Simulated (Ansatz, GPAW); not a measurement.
# One calculation of ZrC, 3 ways

```
Zr C
1.0
     0.00000    2.36500    2.36500
     2.36500    0.00000    2.36500
     2.36500    2.36500    0.00000
Zr C
1 1
Cartesian
  2.3650 2.3650 2.3650
  0.0000 0.0000 0.0000
```

Alike in all runs: task single point; functional PBE; k mesh 10 × 10 × 10; occupations gaussian, width 0.03 eV; no spin polarisation; no spin-orbit coupling. Pressure is positive in compression and, in plane waves, holds the error of the finite cutoff, which Ansatz's Pulay term estimates and takes out.

```tsv
program and potentials	plane-wave cutoff (eV)	notes	band gap (eV)	pressure (GPa)
Ansatz, Ansatz PAW	420	-	?	?
GPAW, GPAW PAW data sets (gpaw-data 1.2.1)	800	-	no gap	-3.88
Ansatz, all-electron LAPW, scalar-relativistic	-	-	no gap	-2.90
```

Problem. Estimate from the other rows what the run with Ansatz, Ansatz PAW gave.

Solution. No band gap; pressure -2.96 GPa. Its pressure holds a Pulay term of +0.20 GPa. The other rows, which needn't bracket it: pressure -3.88 to -2.90.
